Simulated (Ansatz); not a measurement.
## Al: band structure with r2SCAN

The system is Al.

```
Al
1.0
    -1.59122    1.59122    1.59122
     1.59122   -1.59122    1.59122
     1.59122    1.59122   -1.59122
Al
1
Cartesian
  0.0000 0.0000 0.0000
```

This isn't the form of Al at room conditions, which is fcc.

| Quantity | Value |
| --- | --- |
| Program | Ansatz 0.2.0 |
| Task | band structure |
| Functional | r2SCAN |
| Potentials or basis | Ansatz PAW |
| Cutoff | 500 eV (not typed: the program's choice for these potentials) |
| k mesh | 12 × 12 × 12 |
| Occupations | fermi-dirac, width 0.05 eV |
| Spin | no spin polarisation |
| Path | [["G", "H", "N", "G", "P", "H"], ["P", "N"]] |
| Points for each segment of the path | 14 |

The pressure is 0.4 GPa and the band gap on the k mesh is none (metal or under the smearing width).

Levels at the corners of the path, in eV from the Fermi level:
```
point  band 1  band 2  band 3  band 4
    Γ  -12.02   14.13   14.13   14.13
    H    2.05    2.05    2.05    2.93
    N   -4.81   -4.03    8.73    9.03
    Γ  -12.02   14.13   14.13   14.13
    P   -1.19   -1.19   -1.19    0.94
    H    2.05    2.05    2.05    2.93
    P   -1.19   -1.19   -1.19    0.94
    N   -4.81   -4.03    8.73    9.03
```

It took 1.2 s on 2 threads of Arm Neoverse V2, on a shared host, peak memory 0.3 GiB.

Caveat: the PAW data sets come from PBE, with cores solved anew for the run's functional, which leaves a small shift of forces and pressure.
